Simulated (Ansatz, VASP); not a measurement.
# Cross-check of W (W wire along [111], 24 atoms a period) between VASP and Ansatz

Aim: how closely do two programs agree when they are given the same cell, functional and k mesh? The structure shown is the start of the Ansatz relaxation below; VASP solves that cell, so the two are compared at the walk's first step.

Method: plane waves, with VASP 6.6.1 beside it; single point at PBE, in Ansatz 0.2.0.

## Step 1: The starting structure

The cell holds 24 atoms: 24 W. Its edges and angles: a = 18.008 Å, b = 18.447 Å, c = 2.745 Å, α = 90.0°, β = 90.0°, γ = 90.0°. Vacuum lies along a and b. The structure's axis is c.

## Step 2: Ansatz: relaxation, PBE

Ansatz runs on its PAW soft_1 files.

The two programs are compared at the cell with which this relaxation starts, whose forces are those of its first step.

input.yaml

```yaml
crystal:
  lattice:
    - [18.008, 0.0, 0.0]
    - [0.0, 18.447, 0.0]
    - [0.0, 0.0, 2.74530053]
  atoms:
    - { symbol: W, position: [0.188804976, 0.464931334, 0.0] }
    - { symbol: W, position: [0.313279015, 0.675395976, 0.0] }
    - { symbol: W, position: [0.437753054, 0.464931334, 0.0] }
    - { symbol: W, position: [0.562227093, 0.675395976, 0.0] }
    - { symbol: W, position: [0.188804976, 0.605241095, 0.333333333] }
    - { symbol: W, position: [0.313279015, 0.394776454, 0.333333333] }
    - { symbol: W, position: [0.437753054, 0.184311812, 0.333333333] }
    - { symbol: W, position: [0.437753054, 0.605241095, 0.333333333] }
    - { symbol: W, position: [0.562227093, 0.394776454, 0.333333333] }
    - { symbol: W, position: [0.562227093, 0.815705737, 0.333333333] }
    - { symbol: W, position: [0.686701132, 0.605241095, 0.333333333] }
    - { symbol: W, position: [0.811175171, 0.394776454, 0.333333333] }
    - { symbol: W, position: [0.188804976, 0.324621573, 0.666666667] }
    - { symbol: W, position: [0.313279015, 0.535086215, 0.666666667] }
    - { symbol: W, position: [0.437753054, 0.324621573, 0.666666667] }
    - { symbol: W, position: [0.437753054, 0.745550856, 0.666666667] }
    - { symbol: W, position: [0.562227093, 0.535086215, 0.666666667] }
    - { symbol: W, position: [0.686701132, 0.324621573, 0.666666667] }
    - { symbol: W, position: [0.686701132, 0.745550856, 0.666666667] }
    - { symbol: W, position: [0.811175171, 0.535086215, 0.666666667] }
    - { symbol: W, position: [0.313279015, 0.254466693, 0.0] }
    - { symbol: W, position: [0.562227093, 0.254466693, 0.0] }
    - { symbol: W, position: [0.686701132, 0.464931334, 0.0] }
    - { symbol: W, position: [0.811175171, 0.675395976, 0.0] }
kpoints:
  mp_grid: { grid: [1, 1, 30] }
scf:
  occupations: { method: fermi_dirac, width: 0.05 }
hamiltonian:
  xc: pbe
  pseudopotentials: { kind: paw, azcp: { folder: soft_1 } }
relax:
  cell: { fix: [a, b, alpha, beta, gamma] }
  max_steps: 45
  f_tol: 0.03
```

On the command line:

```sh
ansatz run input.yaml --threads 4 --pin off --max-ram 16384MiB --backend cpu --events-out ev --progress --plain --runs-dir out
```

Numbers of over 12 decimals in the logs are rounded to 6 here.

The program printed:

```text
Engine: ansatz 0.2.0, x86_64-unknown-linux-gnu
Pseudopotentials: kind: paw
Pseudopotential: W, paw, valence charge 14, recommended cutoff 420 eV (normal), soft_1/W.paw.azcp
Functional definition: PBE
  parameter kappa = 0.804
  parameter beta = 0.066725
  exchange = pbe_x(kappa = kappa, mu = beta*pi^2/3)
  correlation = pbe_c(beta = beta)
Crystal: 24 atoms, lattice volume = 911.971 Å³
Basis set: ecut = 420 eV, 17905 PW (Γ), exchange–correlation on 250×250×40 points (8 copies of the dense FFT grid, shifted against one another)
Bands: 202, of which v1, the nominal top of the filled ones, is band 168 counted from 1 (167 counted from 0)
Symmetry: 2 space group operations
Space group: P-1 (ITA 2), of the structure as read, at distance tolerance 9.7e-5 Å
k-points: 16 of 30
Non-local potential: W, projectors of the file, l = 0: 3, l = 1: 2, l = 2: 2, l = 3: 1
PAW form: soft (Blöchl's): semilocal exchange-correlation on the pseudo side does not see the compensation charge
PAW one-centre angular grid: W, 590 points (default); XC on 64 Gauss nodes
Initial density: superposition of atomic densities (neutral atoms: chi_scale 0, normalization atom)
Initial wavefunctions: pseudopotential atomic-orbital guess
Functional: x = pbe(κ = 0.804, μ = 0.219515), c = pbe(β = 0.066725)
SCF iter   1: F=—  HF=-249249.540595 eV  |F-HF|=—  |Δ(HF+E_count)|=         —  Δρ=4.83e-2  dr2=1.53e2  ethr=3.10e-3  ⟨swp⟩=9.2  Hψ=15079  notcnv=0  defer=5
preconditioner: auto → LDOS  [metal: Δε(μ)=0.010 eV  Ē_g=4.727 eV  σ=0.050 eV  W_gap=0.05  n_scr=142 (ndim 8)  ℏωp=14.8 eV  f_vac=0.452  D(μ)=24.39/eV (n_scr^D=124)  β→1.0]
SCF iter   2: F=—  HF=-249240.714147 eV  |F-HF|=—  |Δ(HF+E_count)|=    8.83e0  Δρ=3.11e-2  dr2=3.76e1  ethr=3.10e-3  ⟨swp⟩=4.8  Hψ=8619  notcnv=0  defer=95
SCF iter   3: F=—  HF=-249236.375812 eV  |F-HF|=—  |Δ(HF+E_count)|=    4.34e0  Δρ=8.41e-3  dr2=2.92e0  ethr=3.10e-3  ⟨swp⟩=3.8  Hψ=7248  notcnv=0  defer=142
SCF iter   4: F=—  HF=-249235.846356 eV  |F-HF|=—  |Δ(HF+E_count)|=   5.29e-1  Δρ=2.60e-3  dr2=1.23e-1  ethr=8.69e-4  ⟨swp⟩=3.3  Hψ=6044  notcnv=0  defer=142
SCF iter   5: F=—  HF=-249235.848732 eV  |F-HF|=—  |Δ(HF+E_count)|=   2.38e-3  Δρ=1.20e-3  dr2=3.34e-2  ethr=3.67e-5  ⟨swp⟩=3.1  Hψ=5785  notcnv=0  defer=142
SCF iter   6: F=—  HF=-249235.843789 eV  |F-HF|=—  |Δ(HF+E_count)|=   4.94e-3  Δρ=3.89e-4  dr2=3.24e-3  ethr=9.95e-6  ⟨swp⟩=2.1  Hψ=5294  notcnv=0  defer=142
SCF iter   7: F=—  HF=-249235.843921 eV  |F-HF|=—  |Δ(HF+E_count)|=   1.32e-4  Δρ=1.67e-4  dr2=9.14e-4  ethr=9.65e-7  ⟨swp⟩=2.8  Hψ=5758  notcnv=0  defer=142
SCF iter   8: F=—  HF=-249235.843890 eV  |F-HF|=—  |Δ(HF+E_count)|=   3.15e-5  Δρ=4.86e-5  dr2=4.79e-5  ethr=2.72e-7  ⟨swp⟩=2.6  Hψ=4820  notcnv=0  defer=142
SCF iter   9: F=—  HF=-249235.842324 eV  |F-HF|=—  |Δ(HF+E_count)|=   1.57e-3  Δρ=1.90e-5  dr2=6.87e-6  ethr=1.42e-8  ⟨swp⟩=3.4  Hψ=5987  notcnv=0  defer=142
SCF iter  10: F=—  HF=-249235.842328 eV  |F-HF|=—  |Δ(HF+E_count)|=   3.12e-6  Δρ=7.18e-6  dr2=5.82e-7  ethr=2.04e-9  ⟨swp⟩=2.8  Hψ=4801  notcnv=0  defer=142
SCF iter  11: F=-249235.842328 eV  HF=-249235.842328 eV  |F-HF|=6.93e-9  |Δ(HF+E_count)|=   6.35e-7  Δρ=1.91e-6  dr2=6.15e-8  ethr=2.98e-11  ⟨swp⟩=6.0  Hψ=11363  notcnv=0
SCF 1 converged in 11 iterations: F = -249235.842328 eV  dr2 = 6.15e-8
  greatest PAW one-centre occupation: 0.999 electrons in one spin orbital (limit 2), on the W atom at site 14 (counted from 0), in its partial waves of l = 0
relax step   1: F+E_penalty+E_count = -249235.84232819 eV  Δ(F+E_penalty+E_count) = +0.000e0 eV  max|allowed force component| = 1.685e0 eV/Å  Δτ_max = 0.0000 Å  P = -5.103 GPa  Ω = 911.971 Å³  fix = [a, b, alpha, beta, gamma]  reactions: a -4.831, b -4.544 GPa; alpha -0.065, beta -0.107, gamma +0.263 GPa/rad  (11 SCF iters, dr2 threshold 1.00e-7 eV, accepted)
[...]
relax step   6: F+E_penalty+E_count = -249237.22627179 eV  Δ(F+E_penalty+E_count) = -2.329e-2 eV  max|allowed force component| = 2.079e-2 eV/Å  Δτ_max = 0.0249 Å  P = -0.053 GPa  Ω = 896.510 Å³  energy of the carried Pulay correction = +3.471e-3 eV  fix = [a, b, alpha, beta, gamma]  reactions: a -0.078, b -0.063 GPa; alpha +0.006, beta +0.009, gamma +0.002 GPa/rad  (11 SCF iters, accepted)
[...]
relax step   7: F+E_penalty+E_count = -249237.22288852 eV  Δ(F+E_penalty+E_count) = +3.383e-3 eV  max|allowed force component| = 2.071e-2 eV/Å  Δτ_max = 0.0000 Å  P = -0.053 GPa  Ω = 896.510 Å³  fix = [a, b, alpha, beta, gamma]  reactions: a -0.076, b -0.062 GPa; alpha +0.006, beta +0.009, gamma +0.002 GPa/rad  stress off target by 1.96e-2 GPa on what of the cell is left free  SCF on the basis re-selected at this cell (its energy is not comparable with the rows above)  (5 SCF iters)
basis re-selected at this cell: Δ(F+E_penalty+E_count) = +3.383e-3 eV, ΔP = +0.000 GPa vs the last step (what re-selecting the basis moved, of the pressure what is left beyond the Pulay correction that the steps carried, after the strain that the cell walked since its last selection, with what the two solves' SCF thresholds leave and, on support functions, any second-order correction that the steps lacked; it is no m [...]
SCF converged after 5 iterations
Free energy (F): -249237.222889 eV
Harris-Foulkes:  -249237.222889 eV  (|F-HF|=1.16e-10)
Internal energy: -249237.067308 eV  (E = F + TS)
E sigma→0 (E₀):  -249237.145098 eV
Entropy (-TS):   -0.155580 eV (-6.483 meV/atom)
Fermi energy:    6.979225 eV
--- Per-component energies (eV) ---
  E_band       = -7149.509359
  E_kinetic    = 10105.232306
  E_local      = -212421.329699  (includes V_loc(G=0)·N_el)
  E_nonlocal   = -597.576742
  E_hartree    = 102593.578243
  E_xc         = -6400.900891
  E_vxc        = -5519.676612  (∫ρ·V_xc dr)
  E_paw        = -205870.326852  (= ΣΔE_a)
  E_vpaw       = -3903.320086  (= ΣTr[D̂ρ^β])
  E_aug_tail   = 0.003569  (compensation charges beyond the density's cutoff)
  E_ewald      = 63354.252758
  E_smearing   = -0.155580  (= −TS)
  E_closure    = -0.000000  (closes the sum)
  Σ components = -249237.222889   (vs F -249237.222889, Δ=0.00e0)
--- Forces (eV/Å), atoms counted from 1 ---
  atom   1  W      0.00345150    -0.00114114     0.00099777
  atom   2  W      0.00785708     0.00393836    -0.00923720
  atom   3  W     -0.00315165    -0.00243379    -0.01171302
  atom   4  W      0.00456983     0.00972545    -0.01273861
  atom   5  W      0.01752052    -0.01075089    -0.00666325
  atom   6  W     -0.00633813    -0.00321731    -0.00957191
  atom   7  W     -0.00101748     0.02071339    -0.00648985
  atom   8  W      0.00705609    -0.01137670    -0.00014074
  atom   9  W     -0.00705609     0.01137670     0.00014074
  atom  10  W      0.00101748    -0.02071339     0.00648985
  atom  11  W      0.00633813     0.00321731     0.00957191
  atom  12  W     -0.01752052     0.01075089     0.00666325
  atom  13  W      0.02069487     0.01112129     0.01240134
  atom  14  W     -0.01086429     0.00055812     0.01281856
  atom  15  W     -0.00456983    -0.00972545     0.01273861
  atom  16  W     -0.00692469    -0.00514772     0.00957810
  atom  17  W      0.00315165     0.00243379     0.01171302
  atom  18  W     -0.00785708    -0.00393836     0.00923720
  atom  19  W     -0.00099588    -0.00347531    -0.00068938
  atom  20  W     -0.00345150     0.00114114    -0.00099777
  atom  21  W      0.00099588     0.00347531     0.00068938
  atom  22  W      0.00692469     0.00514772    -0.00957810
  atom  23  W      0.01086429    -0.00055812    -0.01281856
  atom  24  W     -0.02069487    -0.01112129    -0.01240134
  max |Σ_I F_I| component: 3.47e-18 eV/Å
--- Stress (GPa, compression-positive) ---
       -0.076053      -0.002049      -0.008959
       -0.002049      -0.061994      -0.006041
       -0.008959      -0.006041      -0.019562
  P = ⅓ Tr σ = -0.0525 GPa (-0.525 kbar)
--- Relaxed structure (6 steps of the walk, 5 accepted, 1 SCFs on fresh bases) ---
  F+E_penalty+E_count = -249237.22288852 eV   max|allowed force component| = 2.071e-2 eV/Å   (the final SCF, on the basis selected at the relaxed cell)
  cell:  # Å, volume = 896.5104 Å³
    - [18.008, 0, 0]
    - [0, 18.447, 0]
    - [0, 0, 2.698759]
  atoms:
    - { symbol: W, position: [0.190948, 0.465332, -0.00245658] }
    - { symbol: W, position: [0.314329, 0.675867, 0.016417] }
    - { symbol: W, position: [0.438483, 0.465357, -0.00407911] }
    - { symbol: W, position: [0.561837, 0.676517, -0.00270562] }
    - { symbol: W, position: [0.196000, 0.602095, 0.356641] }
    - { symbol: W, position: [0.312372, 0.394265, 0.322639] }
    - { symbol: W, position: [0.438653, 0.192024, 0.356256] }
    - { symbol: W, position: [0.436414, 0.607440, 0.333477] }
    - { symbol: W, position: [0.563566, 0.392578, 0.333189] }
    - { symbol: W, position: [0.561327, 0.807994, 0.310411] }
    - { symbol: W, position: [0.687608, 0.605752, 0.344028] }
    - { symbol: W, position: [0.803980, 0.397923, 0.310026] }
    - { symbol: W, position: [0.195872, 0.328600, 0.619289] }
    - { symbol: W, position: [0.312390, 0.535954, 0.669529] }
    - { symbol: W, position: [0.438143, 0.323500, 0.669372] }
    - { symbol: W, position: [0.436751, 0.744863, 0.650482] }
    - { symbol: W, position: [0.561497, 0.534661, 0.670746] }
    - { symbol: W, position: [0.685651, 0.324151, 0.650249] }
    - { symbol: W, position: [0.685185, 0.743969, 0.668876] }
    - { symbol: W, position: [0.809032, 0.534686, 0.669123] }
    - { symbol: W, position: [0.314795, 0.256048, -0.00220953] }
    - { symbol: W, position: [0.563229, 0.255155, 0.016185] }
    - { symbol: W, position: [0.687590, 0.464063, -0.0028628] }
    - { symbol: W, position: [0.804108, 0.671417, 0.047377] }
```

Reading the cycles: dr2 is the Hartree energy of the density residual (eV), the measure of convergence; HF is the Harris–Foulkes estimate of the energy, which meets the free energy F at convergence.

(Continued in part 2 of 2.)

[Lines on the potential files, build, host, timing and source positions are cut from VASP's logs without a mark.]

[Logs are printed without paths, hosts, clocks, repeated set-up lines and the standing remarks that a program may print on its own settings, such as how far it seeks lower states.]

[Hosts, paths, dates, database ids (printed as entryN), source tags and the programs' standing remarks are cut or masked in the printed files.]
